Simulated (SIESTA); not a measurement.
Crystal: FeO (Wuestite).

```xyz
2
Lattice="0.0000 2.1554 2.1554 2.1554 0.0000 2.1554 2.1554 2.1554 0.0000" Properties=species:S:1:pos:R:3 pbc="T T T"
Fe    0.0000    0.0000    0.0000
O     2.1554    2.1554    2.1554
```

Base run:

- Program: SIESTA 5.4.2
- Functional: PBE
- Potentials or basis: PseudoDojo 0.4 standard (PBE files)
- Basis: DZP (energy shift 0.003 Ry; two zetas on semicore shells)
- Grid cutoff: 800 Ry
- Energy shift: 0.003 Ry
- k mesh: 8 × 8 × 8
- Occupations: fermi-dirac, width 0.05 eV
- Spin: collinear spin, ferromagnetic start
- Starting moments: [3.0, 0.0] μB

Its results: band gap on the k mesh none (metal or under the smearing width); pressure 0.4 GPa; net moment 4.00 μB per cell; site moments Fe +3.69; O +0.31 μB.

The run is repeated on the same cell with these changes: functional from PBE to vdW-DF. What comes out?

Band gap on the k mesh none (metal or under the smearing width); pressure 8.0 GPa; net moment 4.00 μB per cell; site moments Fe +3.68; O +0.32 μB.

Caveats: short orbitals over semicore shells can move pressures by several GPa; the basis of atomic orbitals isn't converged, which shifts pressures, moduli and gaps; a cell with one magnetic atom can't hold antiferromagnetic order, which such compounds often take; semilocal functionals often make such compounds metallic where correlation or magnetic order opens a gap, which also shifts bond lengths; the potentials were made for another functional, which shifts forces and pressure (some runs).

Not every run made on this cell is shown here.
